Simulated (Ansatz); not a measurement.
## Computed properties of CaSe

```
Ca Se
1.0
     0.00000    2.95600    2.95600
     2.95600    0.00000    2.95600
     2.95600    2.95600    0.00000
Ca Se
1 1
Direct
  0.00000 0.00000 0.00000
  0.50000 0.50000 0.50000
```

Atom numbers follow the list: Ca1, Se2.

The cell is COD entry 1010880, as deposited and not checked against the literature; nothing was relaxed. It is an old determination, and later ones may differ.

All numbers are computed: DFT, PBE, all-electron LAPW, scalar-relativistic (Ansatz 0.2.0); DFT, PBE, PAW with Ansatz's default frozen-core files, scalar-relativistic (Ansatz 0.2.0).

For LAPW: a Γ-centred 7×7×7 k mesh, Fermi–Dirac smearing of 0.02 eV, basis error target 0.25 meV/atom, no spin polarisation. PAW takes a cutoff of 420 eV at this cell. The Ansatz runs share mesh, smearing and spin set-up. Values come from LAPW unless marked.

- Pressure at this cell: 1.17 GPa
- Band gap: 2.03 eV, indirect from Γ to X (0.5, 0, 0.5)
- Smallest direct gap on the path: 2.96 eV
- Löwdin charges (with 0.27 e of the cell spilling out of the atomic basis, so their sizes and signs hang on that basis): Ca1 1.56, Se2 -1.29 e
- Bader charges (from the PAW run): Ca1 +1.44, Se2 -1.44 e
- Volume per atom: 25.83 Å³
